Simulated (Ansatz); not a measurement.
Crystal: InPd.

```
In Pd
1.0
     3.27188    0.00000    0.00000
     0.00000    3.27188    0.00000
     0.00000    0.00000    3.27188
In Pd
1 1
Direct
  0.00000 0.00000 0.00000
  0.50000 0.50000 0.50000
```

The cell comes from a database or a generator and needn't be the stable form of this composition.

| Property | Result |
| --- | --- |
| Program | Ansatz 0.2.0 |
| Task | relaxation of cell and atoms |
| Functional | PBEsol |
| Dispersion | D4 |
| Potentials or basis | Ansatz PAW |
| Cutoff | 420 eV (not typed: the program's choice for these potentials) |
| k mesh | 8 × 8 × 8 |
| Occupations | fermi-dirac, width 0.05 eV |
| Spin | no spin polarisation |

At the start: volume 17.51 Å³/atom.

**Question.** How do energy, volume and symmetry change on relaxing?

**Answer.** It ends after 5 steps and the volume is 16.81 Å³/atom (-4.0 %); space group Pm-3m (No. 221, to 0.05 Å).

The path:
```
step  energy change (eV)  largest force (eV/Å)  volume (Å³)
   1              0.0000                0.0000        35.03
   2             -0.0247                0.0000        33.81
   3             -0.0252                0.0000        33.60
   4             -0.0252                0.0000        33.62
   5             -0.0246                0.0000        33.62
```

Final structure:
```cif
data_structure
_symmetry_space_group_name_H-M 'P 1'
_symmetry_Int_Tables_number 1
_cell_length_a 3.2276
_cell_length_b 3.2276
_cell_length_c 3.2276
_cell_angle_alpha 90.000
_cell_angle_beta 90.000
_cell_angle_gamma 90.000
_cell_volume 33.62
loop_
_atom_site_label
_atom_site_type_symbol
_atom_site_fract_x
_atom_site_fract_y
_atom_site_fract_z
_atom_site_occupancy
In1 In 0.00000 0.00000 0.00000 1
Pd1 Pd 0.50000 0.50000 0.50000 1
```

Caveat: the plane-wave basis is chosen anew once the cell has moved, so the energies of steps on either side of that aren't comparable; pairwise dispersion overbinds metals, which lowers pressure and volume; the PAW data sets come from PBE, with cores solved anew for the run's functional, which leaves a small shift of forces and pressure.
